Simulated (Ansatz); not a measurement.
A surface is cut from this relaxed crystal of TaC:

```xyz
2
Lattice="0.0000 2.2376 2.2376 2.2376 0.0000 2.2376 2.2376 2.2376 0.0000" Properties=species:S:1:pos:R:3 pbc="T T T"
Ta    0.0000    0.0000    0.0000
C     2.2376    2.2376    2.2376
```

Miller indices refer to the conventional cell of Fm-3m (No. 225), a = 4.475 Å, b = 4.475 Å, c = 4.475 Å, α = 90.00°, β = 90.00°, γ = 90.00°.

The (111) slab of 10 planes, 11.6 Å thick with 15 Å of vacuum as cut; outer planes Ta (top) and C (bottom).

Computed with Ansatz 0.2.0, DFT PBE, scalar-relativistic, plane waves, PAW. Cutoff 420 eV; k points 12×12×1 on the computed 10-atom cell (Γ-centred); Gaussian smearing, width 0.10 eV; no spin polarisation. The cell repeats along c with a dipole correction in the vacuum.

With the atoms at the bulk's places:

```
Surface energy (mean of both faces)   : 4.78 J/m²
Work function                         : 4.77 eV (top), 6.68 eV (bottom)
Dipole of the slab along +c, per cell : 0.09 e·Å
```

Question: What changes when all atoms relax within this surface cell and its symmetry?

Answer: The energy falls by 0.649 J/m² a face, and the largest move is 0.18 Å.

* Surface energy (mean of both faces): 4.13 J/m²
* Work function: 4.72 eV (top), 7.16 eV (bottom)
* Dipole of the slab along +c, per cell: 0.12 e·Å

```csv
plane (bottom to top),atoms,"spacing to next, bulk (Å)",relaxed (Å),change (%)
1,C,1.292,0.980,-24.1
2,Ta,1.292,1.468,+13.7
3,C,1.292,1.216,-5.9
4,Ta,1.292,1.329,+2.9
5,C,1.292,1.265,-2.1
6,Ta,1.292,1.322,+2.3
7,C,1.292,1.308,+1.2
8,Ta,1.292,1.319,+2.1
9,C,1.292,1.138,-11.9
10,Ta,,,
```

Spin-orbit coupling is left out, which matters for the bands of heavy elements.